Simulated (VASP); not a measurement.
Write the native input for VASP 6.6.1 that does the following.

```yaml
Task: relaxation of cell and atoms
Functional: PBE
Dispersion: D3(BJ)
Potentials_or_basis: VASP PAW PBE potentials, release 64 (In_d, Se)
Cutoff: 600 eV
k_mesh: 9 × 9 × 2
Occupations: gaussian, width 0.03 eV
Spin: no spin polarisation
Further_INCAR_settings: ALGO = Normal; EDIFF = 1e-07; IBRION = 2; EDIFFG = -0.005; NSW = 90; ISIF = 3
```

The structure of InSe lies in POSCAR:

```
InSe                                    
1.0
    4.0371353004      0.0000000000     -0.0000000000
   -2.0185676502      3.4962617201     -0.0000000000
    0.0000000000     -0.0000000000     16.6313356166
  In              Se            
     4     4
Direct
     0.0000000000000000    0.0000000000000000    0.5839802493615502
     0.0000000000000000    0.0000000000000000    0.4160197506384493
     0.3333333300000021    0.6666666699999979    0.9160043624203763
     0.3333333300000021    0.6666666699999979    0.0839956375796237
     0.6666666699999979    0.3333333300000021    0.8386226557138994
     0.6666666699999979    0.3333333300000021    0.1613773442861006
     0.3333333300000021    0.6666666699999979    0.6612623897443946
     0.3333333300000021    0.6666666699999979    0.3387376102556057
```

Measurements of this composition are mostly on another form, of space group No. 160.

These files were run (other wordings do the same):

INCAR

```
PREC = Accurate
ENCUT = 600
EDIFF = 1E-7
ISMEAR = 0
SIGMA = 0.03
LREAL = F
LASPH = T
NELM = 80
ALGO = Normal
ISIF = 3
LWAVE = F
LCHARG = F
GGA = PE
IVDW = 12
IBRION = 2
NSW = 90
EDIFFG = -0.005
KPAR = 2
```

KPOINTS

```
Automatic mesh
0
Gamma
  9 9 2
```

Potentials or basis: VASP PAW PBE potentials, release 64 (In_d, Se).

The run is started by

```sh
$ cat potpaw_PBE.64/In_d/POTCAR potpaw_PBE.64/Se/POTCAR > POTCAR
$ mpirun -np 2 vasp_std > vasp.out
```

Results of the run:

- Relaxed volume: 29.33 Å³/atom
- Relaxed cell: a = 4.037 Å, b = 4.037 Å, c = 16.627 Å, α = 90.00°, β = 90.00°, γ = 120.00°
- Space group after relaxing (to 0.05 Å): P-6m2 (No. 187)
- Energy gained by relaxing: 0.0 meV/atom
- Ionic steps: 2
- Pressure after relaxing: 0.0 GPa
- Largest force after relaxing: 0.004 eV/Å
- Band gap on the k mesh: 0.29 eV, direct
- Dispersion energy per atom: -0.299 eV

Caveat: spin-orbit coupling is left out, which moves the levels of the heavy elements.

It took 5.1 min on 2 MPI ranks on Intel(R) Xeon(R) Platinum 8488C (Sapphire Rapids) (shared host), peak memory 0.53 GiB a rank.
